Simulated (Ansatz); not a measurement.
CsBr with a Cs vacancy: gradients before and after relaxing the atoms

Start: a supercell of CsBr (CsCl type, Pm-3m) built from a computed structure from the Materials Project (it need not be an observed phase), with all atoms left at the host's positions.

Space group Fm-3m (No. 225); a = 17.3025 Å.

```
site  Wyckoff  site symmetry       x       y       z
 Cs1      24d           m.mm  0.0000  0.2500  0.2500
 Cs4       8c           -43m  0.2500  0.2500  0.2500
 Cs7      24e           4m.m  0.2500  0.5000  0.5000
Cs11       4b           m-3m  0.5000  0.5000  0.5000
Br16      32f            .3m  0.1250  0.1250  0.1250
Br20      32f            .3m  0.3750  0.3750  0.3750
```

One atom of each set is listed; the run and its k-mesh use a cell of 31 atoms with edges of 12.23, 12.23, 12.23 Å.

The numbers come from a DFT calculation in Ansatz (PBE, plane waves and PAW, scalar-relativistic, 420 eV cutoff, Γ-centred 2×2×2 k-points, Fermi–Dirac smearing 0.01 eV, cell charge -1).

The largest force at the start is 0.31 eV/Å. Relaxing the ions at fixed cell moves them by 0.212 Å at most (atom 7, Cs) and 0.111 Å rms.

```json
{"site": "Cs1", "moved (Å)": "0.000", "first shell before": "8 Br at 3.75 Å", "first shell after": "8 Br at 3.71–3.75 Å", "V_zz before (10²¹ V/m²)": "1.08", "η before": "0.86"}
{"site": "Cs7", "moved (Å)": "0.212", "first shell before": "8 Br at 3.75 Å", "first shell after": "8 Br at 3.67–3.87 Å", "V_zz before (10²¹ V/m²)": "-1.99", "η before": "0.00"}
{"site": "Br16", "moved (Å)": "0.116", "first shell before": "7 Cs at 3.75 Å", "first shell after": "7 Cs at 3.63–3.71 Å", "V_zz before (10²¹ V/m²)": "-2.96", "η before": "0.00"}
{"site": "Br20", "moved (Å)": "0.025", "first shell before": "8 Cs at 3.75 Å", "first shell after": "8 Cs at 3.72–3.87 Å", "V_zz before (10²¹ V/m²)": "0.18", "η before": "0.00"}
```

Q: What are V_zz and η after the relaxation?

A: 

```tsv
site	V_zz after	η after	change of V_zz
Cs1	-0.66	0.40	–
Cs7	-1.54	0.00	+0.45
Br16	-2.26	0.00	+0.70
Br20	-0.86	0.00	-1.04
```

The largest change of V_zz along a kept axis is on Br20, from 0.18 to -0.86. In per cent, |V_zz| changes by -22 on Cs, -24 on Br (all sites that start above 0.5, bar those whose gradient vanishes or changes sign or whose main axis turns by over 40°). V_zz changes sign on Br20 (same axis). On Cs1 the largest principal value lies along another axis in the second run, so the two V_zz can't be compared directly. Sites without a gradient aren't listed.

The defect repeats with the cell of 31 atoms, so it feels its images: sites between two images don't show the values beside a lone defect, and zeros or small values of η there can come from the images' arrangement. A uniform background compensates the cell's charge. Without spin–orbit coupling (the program notes it for Cs) the gradients are little affected as a rule: paired runs on crystals with a gap mostly move them by under 2 % at such atoms.
Before: The neighbours have not yet relaxed around the defect (largest force 0.31 eV/Å), so a real crystal will differ.
